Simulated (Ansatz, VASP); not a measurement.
Two plane-wave programs on Be

```
Be
1.0
    -1.15260    1.15260    1.62897
     1.15260   -1.15260    1.62897
     1.15260    1.15260   -1.62897
Be
1
Direct
  0.50000 0.50000 0.00000
```

Alike in both runs: functional PBE; k mesh 34 × 34 × 34; occupations gaussian, width 0.1 eV; no spin polarisation.

Ansatz relaxed the structure, and its values are those at the end. VASP's run is a single point on that final structure, the one shown.

|  | VASP | Ansatz |
| --- | --- | --- |
| version | VASP 6.6.1 | Ansatz 0.2.0 |
| potentials or method | VASP PAW PBE potentials, release 64 (Be) | scalar-relativistic, plane waves, PAW |
| plane-wave cutoff (eV) | 520 | 420 |
| valence electrons in the cell | 2 | 2 |

Ansatz gave:

```
gap on the k mesh at the Fermi level (eV) : none
pressure (GPa)                            : -9.5
```

**Question.** Which values does VASP return?

**Answer.** gap on the k mesh at the Fermi level (eV): none; pressure (GPa): -9.4.

A gap of «none» marks a metal or a gap that the smearing closes.
